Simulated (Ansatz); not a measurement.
# Ag: a stacking-fault curve

This session takes Ag and sets out to slide the crystal rigidly across a (0 0 1) plane.

Method: DFT PBEsol, scalar-relativistic, plane waves, PAW, in Ansatz 0.2.0.

4 further runs of the same task are left out: 4 set aside as unsound or not needed. Runs told in other sessions of the task aren't counted.

### Step 1. The starting structure

The structure is hexagonal, space group P6_3/mmc (No. 194). The conventional cell has a = 2.871 Å, b = 2.871 Å, c = 9.338 Å, α = 90.00°, β = 90.00°, γ = 120.00°. Ag (site symmetry -6m2) is surrounded by 12 Ag at 2.86 to 2.87 Å. Ag (site symmetry -3m) has 12 Ag at 2.86 to 2.87 Å in its first shell of neighbours.

Coordinates:

```cif
data_structure
_symmetry_space_group_name_H-M 'P 1'
_symmetry_Int_Tables_number 1
_cell_length_a 2.8710
_cell_length_b 2.8710
_cell_length_c 18.6761
_cell_angle_alpha 90.000
_cell_angle_beta 90.000
_cell_angle_gamma 60.000
_cell_volume 133.31
loop_
_atom_site_label
_atom_site_type_symbol
_atom_site_fract_x
_atom_site_fract_y
_atom_site_fract_z
_atom_site_occupancy
Ag1 Ag 0.33333 0.33333 0.12500 1
Ag2 Ag 0.33333 0.33333 0.62500 1
Ag3 Ag 0.66667 0.66667 0.37500 1
Ag4 Ag 0.66667 0.66667 0.87500 1
Ag5 Ag 0.00000 0.00000 0.50000 1
Ag6 Ag 0.00000 0.00000 0.00000 1
Ag7 Ag 0.00000 0.00000 0.25000 1
Ag8 Ag 0.00000 0.00000 0.75000 1
```

It is built from the cell relaxed beforehand with the same method (16.66 Å³/atom).

### Step 2. The reference cell

The cell is repeated 2 times, 8 atoms in all. The reference gives a free energy of -60177.9634 eV, pressure 0.01 GPa, largest force 0.000 eV/Å and gap on the mesh none (metal). It was computed beforehand with the settings of the runs below.

### Step 3. The scan: a stacking-fault curve

The cut lies on the cell's a–b face, a (0 0 1) plane of area 7.14 Å², between layers 2.33 Å apart (Ag below, Ag above); the cell is 18.7 Å thick. Vector c is tilted by f times 1·a + 1·b (length 4.973 Å) with the atoms' Cartesian places fixed: one unrelaxed fault per cell.

### Step 4. Point f = 0.167

Input file input.yaml:

```yaml
crystal:
  lattice:
    - [-2.870953172, 0.0, 0.0]
    - [-1.435476586, -2.48631838, 0.0]
    - [-0.7178818407, -0.4144692739, 18.67611776]
  atoms:
    - { symbol: Ag, position: [0.3229145833, 0.3229145833, 0.0625] }
    - { symbol: Ag, position: [0.2395645833, 0.2395645833, 0.5625] }
    - { symbol: Ag, position: [0.6145729167, 0.6145729167, 0.3125] }
    - { symbol: Ag, position: [0.5312229167, 0.5312229167, 0.8125] }
    - { symbol: Ag, position: [0.92706875, 0.92706875, 0.4375] }
    - { symbol: Ag, position: [0.84371875, 0.84371875, 0.9375] }
    - { symbol: Ag, position: [-0.03125625, -0.03125625, 0.1875] }
    - { symbol: Ag, position: [-0.11460625, -0.11460625, 0.6875] }
basis:
  ecutwfc: 420
kpoints:
  mp_grid: { grid: [19, 19, 3] }
hamiltonian:
  xc: pbesol
scf:
  occupations: { method: gaussian, width: 0.15 }
output:
  forces: true
  stress: true
  eigenvalues: true
```

Run with:

```sh
> ansatz run input.yaml --threads 2 --pin off --max-ram 5120MiB --backend cpu --events-out ev --progress --plain --runs-dir out
```

### Step 5. f = 0.333

Input file input.yaml:

```yaml
crystal:
  lattice:
    - [-2.870953172, 0.0, 0.0]
    - [-1.435476586, -2.48631838, 0.0]
    - [-1.4353330383, -0.8286899161, 18.67611776]
  atoms:
    - { symbol: Ag, position: [0.3125020833, 0.3125020833, 0.0625] }
    - { symbol: Ag, position: [0.1458520833, 0.1458520833, 0.5625] }
    - { symbol: Ag, position: [0.5625104167, 0.5625104167, 0.3125] }
    - { symbol: Ag, position: [0.3958604167, 0.3958604167, 0.8125] }
    - { symbol: Ag, position: [0.85418125, 0.85418125, 0.4375] }
    - { symbol: Ag, position: [0.68753125, 0.68753125, 0.9375] }
    - { symbol: Ag, position: [-0.06249375, -0.06249375, 0.1875] }
    - { symbol: Ag, position: [-0.22914375, -0.22914375, 0.6875] }
basis:
  ecutwfc: 420
kpoints:
  mp_grid: { grid: [19, 19, 3] }
hamiltonian:
  xc: pbesol
scf:
  occupations: { method: gaussian, width: 0.15 }
output:
  forces: true
  stress: true
  eigenvalues: true
```

### Step 6. At f = 0.500

Input file input.yaml:

```yaml
crystal:
  lattice:
    - [-2.870953172, 0.0, 0.0]
    - [-1.435476586, -2.48631838, 0.0]
    - [-2.153214879, -1.24315919, 18.67611776]
  atoms:
    - { symbol: Ag, position: [0.3020833333, 0.3020833333, 0.0625] }
    - { symbol: Ag, position: [0.0520833333, 0.0520833333, 0.5625] }
    - { symbol: Ag, position: [0.5104166667, 0.5104166667, 0.3125] }
    - { symbol: Ag, position: [0.2604166667, 0.2604166667, 0.8125] }
    - { symbol: Ag, position: [0.78125, 0.78125, 0.4375] }
    - { symbol: Ag, position: [0.53125, 0.53125, 0.9375] }
    - { symbol: Ag, position: [-0.09375, -0.09375, 0.1875] }
    - { symbol: Ag, position: [-0.34375, -0.34375, 0.6875] }
basis:
  ecutwfc: 420
kpoints:
  mp_grid: { grid: [19, 19, 3] }
hamiltonian:
  xc: pbesol
scf:
  occupations: { method: gaussian, width: 0.15 }
output:
  forces: true
  stress: true
  eigenvalues: true
  write_density: true
  write_potential: true
  elf: true
  volumetric_format: npy
```

(Steps that only read results are left out.)

Q: Predict the outcome of this session. Wanted: largest shear traction sampled.

The runs gave:

```
                      quantity                   value
  highest fault energy sampled  640 mJ/m² at f = 0.500
largest shear traction sampled                15.1 GPa
```

In words: Of the points run, the one at f = 0.500 is highest, 640 mJ/m². A dip at f = 0.333 (8 mJ/m²) marks a possible metastable fault. The values are for rigid blocks: relaxation normal to the plane would bring them down.
